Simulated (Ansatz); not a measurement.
BaTiO3: energy along a strain

BaTiO3, R3m, a = 5.726 Å, c = 7.069 Å. The structure is a COD entry; whether it is the stable form wasn't checked. Ansatz: PBE, PAW, 420 eV, Γ-centred 6×6×6 mesh on 5 atoms, Gaussian smearing 0.05 eV; no spin polarisation. Cell vectors (Å): 2.863 1.653 2.356; -2.863 1.653 2.356; 0.000 -3.306 2.356. The cell is strained by x per cent times the pattern (0 0 0 0 0 1) in the order xx yy zz yz xz xy (engineering shears), with fractional coordinates held. y is the free energy over the start, V0 = 13.382 Å³/atom. Symmetry makes y even in x. Points with a strain past 8.5 % were computed too (4) and aren't used here.

```tsv
x (%)	y (meV/atom)
-7.50	24.21
0.00	0.00
1.87	1.51
3.75	6.04
5.62	?
```

Fit y = c2 x² + c4 x⁴ to the other rows, get the stiffness along the pattern, and predict the missing energy.

Least squares on the rows shown. y = 0.42945 x² + 1.6802×10⁻⁵ x⁴. The clamped-ion stiffness p·C·p = 2 × 4.295 eV × 160.2 / 13.382 Å³ = 103 GPa, which is C66 in these axes. At x = 5.62 the fit asked for gives 13.58 meV/atom. The run gave 13.59 meV/atom, so the fit is 0.01 meV/atom too low, a small miss on the scale of the series.

Cost: 9 runs of about 2.3 core-minutes in all, on Arm Neoverse V2 (shared hosts).

The energy rises almost purely quadratically with shear, and the held-out point follows the same curve. The quartic term is a slight correction even at the largest strain shown, so its coefficient is much less certain than the stiffness of 103 GPa. Mirror symmetry removes the odd terms, but the weakness of the quartic one is a property of the material. The restoring force probably comes mainly from distortion of the Ti–O framework, where short-range repulsion and Ti 3d–O 2p covalency resist changes in bond lengths and angles.

In this polar phase the shear also couples to Ti displacements perpendicular to the threefold axis, which rotate the polarisation. Letting the ions follow would lower the quadratic energy cost, possibly by a good deal, since such polar modes tend to be soft in BaTiO3. The value is therefore an upper bound to the relaxed-ion C66 at this cell, and the near-harmonic curve doesn't imply an equally harmonic response once the ions move.
